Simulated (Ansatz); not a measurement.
Level of theory: DFT PBE, scalar-relativistic, plane waves, PAW (Ansatz 0.2.0). Settings: cutoff 420 eV, Γ-centred meshes spaced at most about 0.3 Å⁻¹, and about 0.25 Å⁻¹ or finer for metals (2π included), Gaussian smearing. No spin polarisation in the final relaxations.

All energies are static (0 K, no zero-point motion). All come from trial cells, and lower structures may exist.

Question: Order these relaxed structures of B by energy, lowest first, with the energy over the lowest of them.
1.

Space group C2/m (No. 12). a = 5.603 Å, b = 2.907 Å, c = 3.246 Å, α = 90.00°, β = 92.31°, γ = 90.00°
```csv
atom,site,symmetry,x,y,z
B,4i,m,0.7690,0.0000,0.1707
B,4i,m,0.5972,0.5000,0.3057
```

2.

Space group R-3m:H (No. 166). a = 2.879 Å, b = 2.879 Å, c = 8.660 Å, α = 90.00°, β = 90.00°, γ = 120.00°
| atom | site | symmetry | x | y | z |
| --- | --- | --- | --- | --- | --- |
| B | 6c | 3m | 0.6667 | 0.3333 | 0.9355 |
| B | 3a | -3m | 0.0000 | 0.0000 | 0.0000 |

3.

Space group P-1 (No. 2). a = 3.143 Å, b = 3.238 Å, c = 4.401 Å, α = 99.72°, β = 93.00°, γ = 91.27°
```tsv
atom	site	symmetry	x	y	z
B	2i	1	0.7460	0.9066	0.4511
B	2i	1	0.7500	0.6201	0.0704
B	2i	1	0.0387	0.8344	0.8078
```

4.

Space group I4/mmm (No. 139). a = 2.736 Å, b = 2.736 Å, c = 7.966 Å, α = 90.00°, β = 90.00°, γ = 90.00°
```
atom  site  symmetry       x       y       z
   B    4d      -4m2  0.0000  0.5000  0.2500
   B    4e       4mm  0.0000  0.0000  0.3952
```

Answer: 1 (0 meV/atom), 4 (19 meV/atom), 3 (38 meV/atom), 2 (121 meV/atom). Forms: 1 C2/m; 4 I4/mmm; 3 P-1; 2 R-3m. Counting all near atoms (those within 1.25 times the shortest such distance or 1.15 times the sum of covalent radii; a plus sign parts nearer from farther groups; a slash parts the counts of unlike sites): cell 1 has B 6/7; cell 4 has B 5/8; cell 3 has B 5/6; cell 2 has B 6/4+3.

Cells relaxed within their symmetry can be saddle points. The part of the Crystallography Open Database at hand lists B in space groups No. 58, 134, 166; sharing a group (R-3m) doesn't make a cell the listed structure. Some candidate types were left out of the draw beforehand, so a known form may be missing.
